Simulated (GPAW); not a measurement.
Crystal: CoO.

```xyz
2
Lattice="-1.5080 1.5080 2.1073 1.5080 -1.5080 2.1073 1.5080 1.5080 -2.1073" Properties=species:S:1:pos:R:3 pbc="T T T"
Co    0.0000    0.0000    0.0000
O     0.0000    0.0000    2.1073
```

Base run:

- Program: GPAW 26.7.0
- Functional: PBE
- Potentials or basis: GPAW PAW data sets (gpaw-data 1.2.1)
- Cutoff: 800 eV
- Basis: pw
- k mesh: 12 × 12 × 12
- Occupations: fermi-dirac, width 0.05 eV
- Spin: collinear spin, ferromagnetic start
- Starting moments: [2.0, 0.0] μB
- Hubbard terms: Co d U = 1 eV

Its results: band gap on the k mesh none (metal or under the smearing width); pressure 2.4 GPa; net moment 3.00 μB per cell; site moments Co +2.61; O +0.23 μB.

Task: The run is repeated on the same cell with these changes: hubbard terms from Co d U = 1 eV to Co d U = 2 eV. What comes out?

Result: Band gap on the k mesh none (metal or under the smearing width); pressure 3.0 GPa; net moment 3.00 μB per cell; site moments Co +2.65; O +0.21 μB.

Caveats: a cell with one magnetic atom can't hold antiferromagnetic order, which such compounds often take.
